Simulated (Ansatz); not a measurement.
# ZnSe: pressure against volume

The task here is to estimate one member of a computed series from the others.

Method: DFT PBE, scalar-relativistic, in Ansatz 0.2.0.

**The system as given**

Symmetry: F-43m, No. 216, cubic system. The conventional cell has a = 5.668 Å, b = 5.668 Å, c = 5.668 Å, α = 90.00°, β = 90.00°, γ = 90.00°. Around Zn (site symmetry -43m) lie 4 Se at 2.45 Å. Around Se (site symmetry -43m) lie 4 Zn at 2.45 Å.

As a file:

```
CELL_PARAMETERS angstrom
0.00000 2.83380 2.83380
2.83380 0.00000 2.83380
2.83380 2.83380 0.00000
ATOMIC_POSITIONS crystal
Zn 0.00000 0.00000 0.00000
Se 0.75000 0.75000 0.75000
```

Structure: COD 9008857, as refined from experiment and not relaxed.

Atoms are numbered in the order of the input: Zn1, Se2.

The first run:

The input, input.yaml:

```yaml
crystal:
  lattice:
    - [0.0, 2.7764432175, 2.7764432175]
    - [2.7764432175, 0.0, 2.7764432175]
    - [2.7764432175, 2.7764432175, 0.0]
  atoms:
    - { symbol: Zn, position: [0.0, 0.0, 0.0] }
    - { symbol: Se, position: [0.75, 0.75, 0.75] }
kpoints:
  mp_grid: { grid: [8, 8, 8] }
scf:
  occupations: { method: fermi_dirac, width: 0.03 }
hamiltonian:
  xc: pbe
  pseudopotentials: { kind: all_electron, lapw: { basis_error: 0.001 } }
output:
  forces: true
  stress: true
  eigenvalues: true
```

Command:

```bash
$ ansatz run input.yaml --threads 1 --pin off --max-ram 2048MiB --backend cpu --events-out ev --progress --plain --runs-dir out
```

Among the steps run: Volume × 0.9405, LAPW; Volume × 0.9405, PAW; Volume × 0.9405, crystal datasets; Volume × 0.97, LAPW; Volume × 0.97, PAW; Volume × 1.03, LAPW; Volume × 1.03, PAW; Volume × 1.06, LAPW; Volume × 1.06, PAW; Volume × 1.06, crystal datasets.

One table of the session follows, with a row left open; its other results are not shown here.

```
          method  volume (Å³/atom)  pressure (GPa)  gap on the k mesh (eV)
            LAPW            21.403            6.76                    1.54
            LAPW            22.074            4.27                    1.41
            LAPW            22.757            2.12                    1.29
            LAPW            23.439            0.29                    1.17
            LAPW            24.122           -1.26                    1.06
             PAW            21.403            6.74                    1.54
             PAW            22.074            4.26                    1.41
             PAW            22.757            2.10                    1.29
             PAW            23.439            0.27                    1.17
             PAW            24.122           -1.28                    1.06
crystal datasets            21.403               ?                       ?
crystal datasets            22.757            2.12                    1.29
crystal datasets            24.122           -1.27                    1.06
```

**Question.** Estimate the row for crystal datasets, 21.403.

As computed: pressure (GPa): 6.75; gap on the k mesh (eV): 1.54. In the column «pressure (GPa)» it lies between PAW, 21.403 (6.74) and LAPW, 21.403 (6.76).

Limits of these values: These are semilocal Kohn-Sham gaps, which aren't the measured quantity. Warnings in the runs' records: crystal datasets made.
